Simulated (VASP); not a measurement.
# BN (P6_3/mmc) in VASP: phonons with LDA

Aim: the phonons of BN with LDA.

Program: VASP 6.6.1. These are calculated values, not measurements. Logs are shortened: lines on timing, memory, paths and dates and some standing lists are left out, and cuts for length are marked.

**1. The structure**

The structure is hexagonal, space group P6_3/mmc (No. 194). Conventional cell: a = 2.498 Å, b = 2.498 Å, c = 6.636 Å, α = 90.00°, β = 90.00°, γ = 120.00°. Around B (site symmetry -6m2) lie 3 N at 1.44 Å. N (site symmetry -6m2) is surrounded by 3 B at 1.44 Å.

**2. Phonons, LDA**

POSCAR reads:

```
BN
1.0
    2.4982400000      0.0000000000      0.0000000000
   -1.2491200000      2.1635393000      0.0000000000
    0.0000000000      0.0000000000      6.6357000000
B N
2 2
Direct
    0.3333333300      0.6666666700      0.2500000000
    0.6666666700      0.3333333300      0.7500000000
    0.3333333300      0.6666666700      0.7500000000
    0.6666666700      0.3333333300      0.2500000000
```

INCAR.step1 reads:

```
SYSTEM = BN
PREC = Accurate
ENCUT = 600
EDIFF = 1E-8
ISMEAR = 0
SIGMA = 0.02
LREAL = .False.
LASPH = .True.
NELM = 100
ALGO = Fast
ISIF = 3
LWAVE = .False.
LCHARG = .False.
GGA = CA
IBRION = 2
NSW = 40
EDIFFG = -0.002
```

INCAR.step2 reads:

```
SYSTEM = BN
PREC = Accurate
ENCUT = 600
EDIFF = 1E-8
ISMEAR = 0
SIGMA = 0.02
LREAL = .False.
LASPH = .True.
NELM = 100
ALGO = Fast
ISIF = 2
LWAVE = .False.
LCHARG = .False.
GGA = CA
IBRION = 6
NFREE = 2
POTIM = 0.015
NSW = 1
```

KPOINTS reads:

```
regular mesh
0
Gamma
  12 12 4
  0 0 0
```

Potentials or basis: VASP PAW LDA potentials, release 64 (B, N).

Started as:

```
$ cat potpaw_LDA.64/B/POTCAR potpaw_LDA.64/N/POTCAR > POTCAR
$ cp INCAR.step1 INCAR
$ mpirun -np 1 vasp_std > vasp.out
$ cp CONTCAR POSCAR
$ cp INCAR.step2 INCAR
$ mpirun -np 1 vasp_std > vasp.out
```

OUTCAR:

```text
SYSTEM = BN
   PREC = Accurate
   ENCUT = 600
   EDIFF = 1E-8
   ISMEAR = 0
   LREAL = .False.
   LASPH = .True.
   NELM = 100
   ISIF = 2
   GGA = CA
   IBRION = 6
   NFREE = 2
   POTIM = 0.015
   NSW = 1

 ion  position               nearest neighbor table
   1  0.333  0.667  0.250-   4 1.44   4 1.44   4 1.44
   2  0.667  0.333  0.750-   3 1.44   3 1.44   3 1.44
   3  0.333  0.667  0.750-   2 1.44   2 1.44   2 1.44
   4  0.667  0.333  0.250-   1 1.44   1 1.44   1 1.44

  LATTYP: Found a hexagonal cell.
 ALAT       =     2.4901732550
 C/A-ratio  =     2.5818188045

  Lattice vectors:

 A1 = (   2.4901732550,   0.0000000000,   0.0000000000)
 A2 = (  -1.2450866275,   2.1565532939,   0.0000000000)
 A3 = (   0.0000000000,   0.0000000000,   6.4291761362)

Analysis of symmetry for initial positions (statically):
=====================================================================
 Subroutine PRICEL returns:
 Original cell was already a primitive cell.

 Routine SETGRP: Setting up the symmetry group for a
 hexagonal supercell.

 Subroutine GETGRP returns: Found 24 space group operations
 (whereof 12 operations were pure point group operations)
 out of a pool of 24 trial point group operations.

The static configuration has the point symmetry D_3d.
 The point group associated with its full space group is D_6h.

Analysis of symmetry for dynamics (positions and initial velocities):
=====================================================================
 Subroutine PRICEL returns:
 Original cell was already a primitive cell.

 Routine SETGRP: Setting up the symmetry group for a
 hexagonal supercell.

 Subroutine GETGRP returns: Found 24 space group operations
 (whereof 12 operations were pure point group operations)
 out of a pool of 24 trial point group operations.

The dynamic configuration has the point symmetry D_3d.
 The point group associated with its full space group is D_6h.

 Subroutine INISYM returns: Found 24 space group operations
 (whereof 12 operations are pure point group operations),
 and found     1 'primitive' translations

----------------------------------------------------------------------------------------

                                     Primitive cell

  volume of cell :      34.5259

  direct lattice vectors                    reciprocal lattice vectors
     2.490173255  0.000000000  0.000000000     0.401578484  0.231851446  0.000000000
    -1.245086627  2.156553294  0.000000000     0.000000000  0.463702892  0.000000000
     0.000000000  0.000000000  6.429176136     0.000000000  0.000000000  0.155540925

  length of vectors
     2.490173255  2.490173251  6.429176136     0.463702892  0.463702892  0.155540925

  position of ions in fractional coordinates (direct lattice)
     0.333333330  0.666666670  0.250000000
     0.666666670  0.333333330  0.750000000
     0.333333330  0.666666670  0.750000000
     0.666666670  0.333333330  0.250000000

  ion indices of the primitive-cell ions
   primitive index   ion index
                 1           1
                 2           2
                 3           3
                 4           4

----------------------------------------------------------------------------------------

 KPOINTS: regular mesh

Automatic generation of k-mesh.
 Grid dimensions read from file:
 generate k-points for:   12   12    4

 Generating k-lattice:
[... 70 lines left out ...]
   POTIM  = 0.0150    time-step for ionic-motion
   TEBEG  =    0.0;   TEEND  =   0.0 temperature during run
   PSTRESS=    0.0 pullay stress
   NELECT =      16.0000    total number of electrons
   NUPDOWN=      -1.0000    fix difference up-down
   EMIN   =  10.00;   EMAX   =-10.00  energy-range for DOS
   EFERMI =   0.00;   METHOD = LEGACY
   ISMEAR =     0;   SIGMA  =   0.02  broadening in eV -4-tet -1-fermi 0-gaus
   EFERMI_NEDOS =   21; number of points for ismear=-14 and -15
   IALGO  =     68    algorithm
   IMIX   =      4    mixing-type and parameters
     AMIX     =   0.40;   BMIX     =  1.00
     AMIX_MAG =   1.60;   BMIX_MAG =  1.00
  volume/ion in A,a.u.               =       8.63        58.25
  Fermi-wavevector in a.u.,A,eV,Ry     =   1.266873  2.394043 21.836909  1.604968
  Thomas-Fermi vector in A             =   2.400051
   LORBIT       =      0    0 simple, 1 ext, 2 COOP (PROOUT), +10 PAW based schemes
   GGA     = CA    functional components
   LHFCALC =     F    Hartree Fock is set to
   AEXX    =    0.0000 exact exchange contribution
   IVDW    =     0    specifies the selected vdW correction
   LEPSILON=     F    determine dielectric tensor
   LRPA    =     F    only Hartree local field effects (RPA)
 finite differences with symmetry
 non-spin polarized calculation
 RMM-DIIS sequential band-by-band and
 Gauss-broadening in eV      SIGMA  =   0.02
  energy-cutoff  :      600.00
  volume of cell :       34.53
 maximum number of plane-waves:      1191
 NGX is ok and might be reduce to    20
   NGX =  9   NGY =  9   NGZ = 25

--------------------------------------- Ionic step        1  -------------------------------------------

 number of electron      16.0000000 magnetization

 Free energy of the ion-electron system (eV)
  ---------------------------------------------------
  ext. energy  EPLUGINS =         0.00000000
  ---------------------------------------------------
  free energy    TOTEN  =       -38.58506765 eV

  energy without entropy =      -38.58506765  energy(sigma->0) =      -38.58506765

------------------------ aborting loop because EDIFF is reached ----------------------------------------

  FORCE on cell =-STRESS in cart. coord.  units (eV):
  Direction    XX          YY          ZZ          XY          YZ          ZX
  --------------------------------------------------------------------------------------
  -------------------------------------------------------------------------------------
  Total        0.0069541      0.0069541      0.0111585      0.0000000      0.0000000      0.0000000
  in kB        0.3227059      0.3227059      0.5178121      0.0000000      0.0000000      0.0000000
  external PRESSURE =       0.3877413 kB  Pullay stress =       0.0000000 kB
[... 291 lines left out ...]
--------------------------------------- Ionic step        9  -------------------------------------------

 number of electron      16.0000000 magnetization

 Free energy of the ion-electron system (eV)
  ---------------------------------------------------
  ext. energy  EPLUGINS =         0.00000000
  ---------------------------------------------------
  free energy    TOTEN  =       -38.58349946 eV

  energy without entropy =      -38.58349946  energy(sigma->0) =      -38.58349946

 E-fermi :   2.6248     XC(G=0): -10.7578

 val. band max:        2.5217206475   @ k =   0.3333   0.2500   0.0000
 cond. band min:       6.5458307081   @ k =   0.5000   0.0000   0.0000
 fundamental gap:      4.0241100606
 Fermi energy:         2.6248168257

 k-point     1 :       0.0000    0.0000    0.0000
  band No.  band energies     occupation
      1     -15.2361      2.00000
      2     -14.8384      2.00000
      3      -4.0739      2.00000
      4      -1.5115      2.00000
      5       1.1684      2.00000
      6       1.1684      2.00000
      7       1.2190      2.00000
      8       1.2190      2.00000
      9       7.6606      0.00000
     10      12.9910      0.00000
     11      14.0441      0.00000
     12      14.1295      0.00000
[... 331 lines left out ...]
 k-point    24 :       0.3333    0.0000    0.2500
  band No.  band energies     occupation
      1     -13.1630      2.00000
      2     -12.9597      2.00000
      3      -4.3940      2.00000
      4      -4.3123      2.00000
      5      -1.1221      2.00000
      6      -1.0635      2.00000
      7      -0.9168      2.00000
      8       0.5561      2.00000
      9       9.1778      0.00000
     10       9.9777      0.00000
     11      11.4902      0.00000
     12      12.8497      0.00000

 [... further k-points ...]
[... 5 lines left out ...]
  --------------------------------------------------------------------------------------
  -------------------------------------------------------------------------------------
  Total        0.0053644      0.0053644      0.0069002      0.0000000      0.0000000      0.0000000
  in kB        0.2489344      0.2489344      0.3202051      0.0000000      0.0000000      0.0000000
  external PRESSURE =       0.2726913 kB  Pullay stress =       0.0000000 kB
[... 19 lines left out ...]
  FREE ENERGIE OF THE ION-ELECTRON SYSTEM (eV)
  ---------------------------------------------------
  free  energy   TOTEN  =       -38.5834994553 eV

  energy  without entropy=      -38.5834994553  energy(sigma->0) =      -38.58349946

 INTERNAL STRAIN TENSORS FROM DISPLACED ATOMS
 ============================================

 INTERNAL STRAIN TENSOR FOR ION    1 for displacements in x,y,z  (eV/Angst):
          X           Y           Z          XY          YZ          ZX
  --------------------------------------------------------------------------------
  x     0.00000     0.00000     0.00000   -13.47771     0.00000     0.00000
  y   -13.47771    13.47771    -0.00000     0.00000     0.00000     0.00000
  z     0.00000     0.00000     0.00000     0.00000    -0.00000     0.00000

 INTERNAL STRAIN TENSOR FOR ION    4 for displacements in x,y,z  (eV/Angst):
          X           Y           Z          XY          YZ          ZX
  --------------------------------------------------------------------------------
  x     0.00000     0.00000     0.00000    13.71316     0.00000     0.00000
  y    13.71316   -13.71316    -0.00000     0.00000     0.00000     0.00000
  z     0.00000    -0.00000    -0.00000     0.00000     0.00000     0.00000

 Eigenvectors and eigenvalues of the dynamical matrix
 ----------------------------------------------------

   1 f  =   41.378342 THz   259.987788 2PiTHz 1380.232906 cm-1   171.126993 meV
             X         Y         Z           dx          dy          dz
     -0.000000  1.437702  1.607294    -0.530815    0.000000    0.000000
      1.245087  0.718851  4.821882     0.530815   -0.000000    0.000000
     -0.000000  1.437702  4.821882    -0.467157    0.000000    0.000000
      1.245087  0.718851  1.607294     0.467157   -0.000000   -0.000000
[... 71 lines left out ...]
  12 f/i=    0.001444 THz     0.009072 2PiTHz    0.048163 cm-1     0.005971 meV
             X         Y         Z           dx          dy          dz
     -0.000000  1.437702  1.607294     0.318713   -0.341024    0.000000
      1.245087  0.718851  4.821882     0.318713   -0.341024    0.000000
     -0.000000  1.437702  4.821882     0.362674   -0.388062    0.000000
      1.245087  0.718851  1.607294     0.362674   -0.388062    0.000000

 ELASTIC MODULI CONTR FROM IONIC RELAXATION (kBar)
 Direction    XX          YY          ZZ          XY          YZ          ZX
 --------------------------------------------------------------------------------
 XX        -416.5127    416.5127      0.0000      0.0000     -0.0000      0.0000
 YY         416.5127   -416.5127     -0.0000     -0.0000      0.0000      0.0000
 ZZ           0.0000     -0.0000     -0.0000     -0.0000     -0.0000      0.0000
 XY           0.0000     -0.0000     -0.0000   -416.5127     -0.0000      0.0000
 YZ          -0.0000      0.0000     -0.0000     -0.0000     -0.0000      0.0000
 ZX           0.0000      0.0000      0.0000      0.0000      0.0000      0.0000
 --------------------------------------------------------------------------------
```

It took 7.8 min on 1 thread of Intel Xeon Platinum 8559C (Emerald Rapids), shared host; peak memory 0.29 GiB.

What came out:

```
Relaxed volume                                          : 8.63 Å³/atom
Relaxed cell                                            : a = 2.490 Å, b = 2.490 Å, c = 6.429 Å, α = 90.00°, β = 90.00°, γ = 120.00°
Space group after relaxing (to 0.05 Å)                  : P6_3/mmc (No. 194)
Highest phonon frequency at Γ, LO-TO splitting left out : 1380 cm⁻¹
```

The path:
```
step  energy change (eV)  largest force (eV/Å)  pressure (GPa)  volume (Å³)
   1              0.0000                0.0000           -2.65        35.87
   2              0.0074                0.0000            4.68        35.10
   3             -0.0028                0.0000           -0.22        35.60
   4             -0.0028                0.0000           -0.17        35.60
   5             -0.0031                0.0000           -0.15        35.53
   6             -0.0039                0.0000           -0.11        35.33
   7             -0.0051                0.0000            0.00        34.94
   8             -0.0051                0.0000            0.26        34.15
   9             -0.0055                0.0000            0.10        34.56
  10             -0.0055                0.0000            0.12        34.52
  11             -0.0050                0.0000           -1.11        34.62
  12             -0.0055                0.0000            0.00        34.53
```

Final structure:
```cif
data_structure
_symmetry_space_group_name_H-M 'P 1'
_symmetry_Int_Tables_number 1
_cell_length_a 2.4902
_cell_length_b 2.4902
_cell_length_c 6.4292
_cell_angle_alpha 90.000
_cell_angle_beta 90.000
_cell_angle_gamma 120.000
_cell_volume 34.53
loop_
_atom_site_label
_atom_site_type_symbol
_atom_site_fract_x
_atom_site_fract_y
_atom_site_fract_z
_atom_site_occupancy
B1 B 0.33333 0.66667 0.25000 1
B2 B 0.66667 0.33333 0.75000 1
N1 N 0.33333 0.66667 0.75000 1
N2 N 0.66667 0.33333 0.25000 1
```

Phonon frequencies in cm⁻¹ (negative: imaginary):
| q point | frequencies |
| --- | --- |
| (0.000, 0.000, 0.000) | 0 0 0 54 54 122 748 811 1380 1380 1380 1380 |
